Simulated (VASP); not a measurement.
Wanted: the native input for a VASP 6.6.1 run.

| Item | Value |
| --- | --- |
| Task | single point |
| Functional | revPBE |
| Potentials or basis | VASP PAW PBE potentials, release 64 (Pd) |
| Cutoff | 520 eV |
| k mesh | 6 × 6 × 1 |
| Occupations | fermi-dirac, width 0.1 eV |
| Spin | no spin polarisation |
| Dipole correction | no |
| Further INCAR settings | ALGO = Fast; EDIFF = 1e-06; NBANDS = 39; ISYM = 0 |

The structure of Pd lies in POSCAR:

```
Pd
1.0
   -2.7231790000      0.0000000000      0.0000000000
   -1.3302050000      2.4114260000      0.0000000000
    0.0000000000      0.0000000000    -28.5371050000
Pd
6
Direct
    0.7255572150      0.9883512909      0.9702322292
    0.4467443339      0.4301940014      0.8934374738
    0.2083119465      0.0760914911      0.8189843013
    0.7207123819      0.8714710715      0.7425108468
    0.2853219544      0.4600315332      0.6483803806
    0.8884064539      0.2552991466      0.5728067371
```

The cell was built by a generator and needn't be a form met in nature.

These files were run (other wordings do the same):

INCAR

```
SYSTEM = Pd
PREC = Accurate ; ENCUT = 520
EDIFF = 1E-6 ; ISMEAR = -1
SIGMA = 0.1 ; LREAL = .FALSE.
LASPH = .TRUE. ; NELM = 100
ALGO = Fast ; ISIF = 2
LWAVE = .FALSE. ; LCHARG = .FALSE.
GGA = RE ; NBANDS = 39
ISYM = 0
```

KPOINTS

```
Automatic mesh
0
G
  6 6 1
  0 0 0
```

Potentials or basis: VASP PAW PBE potentials, release 64 (Pd).

The run is started by

```console
$ cat potpaw_PBE.64/Pd/POTCAR > POTCAR
$ mpirun -np 1 vasp_std > vasp.out
```

Results of the run:

| Property | Result |
| --- | --- |
| Largest force | 2.065 eV/Å |
| Band gap on the k mesh | none (metal or under the smearing width) |

Caveat: the k mesh is coarse (spacing up to 0.44 Å⁻¹), so the values aren't converged; the PAW data sets were made with another functional, which shifts forces and pressure a little.

It took 4 min on 1 thread of Intel(R) Xeon(R) Platinum 8488C (Sapphire Rapids), with other jobs on the host, peak memory 0.33 GiB.
